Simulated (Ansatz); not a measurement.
Runs of Ansatz 0.2.0 on Zr. Symmetry: P6_3/mmc, No. 194, hexagonal system. Conventional cell: a = 3.232 Å, b = 3.232 Å, c = 5.147 Å, α = 90.00°, β = 90.00°, γ = 120.00°. Zr (site symmetry -6m2) has 12 Zr at 3.18 to 3.23 Å as nearest neighbours. 

| task | level | cell | cutoff (eV) | smearing | gap on the mesh (eV) | pressure (GPa) |
| --- | --- | --- | --- | --- | --- | --- |
| band structure | revPBE | as given | 174 | fermi-dirac 0.05 eV | - | 2.1 |
| single point | PBE | as given | 174 | gaussian 0.017 eV | none | 0.6 |
| single point | PBE | as given | 174 | gaussian 0.028 eV | none | 0.6 |
| band structure | PBE | as given | 174 | fermi-dirac 0.05 eV | - | 0.5 |
| band structure | BLYP | as given | 174 | fermi-dirac 0.05 eV | - | (a) |
| relaxation of cell and atoms | revPBE | relaxed | - | fermi-dirac 0.05 eV | - | 0.0 |

Alike in all rows: potentials or basis all-electron LAPW, scalar-relativistic; no spin polarisation; k mesh 9 × 9 × 5; basis error allowed 0.001 eV/atom.

Task: Fill in the values left out.

Result: (a) 3.6.

A k mesh can miss the band edges, and the runs leave out spin-orbit coupling on Zr.

A gap of «none» marks a metal or a gap under the smearing width.
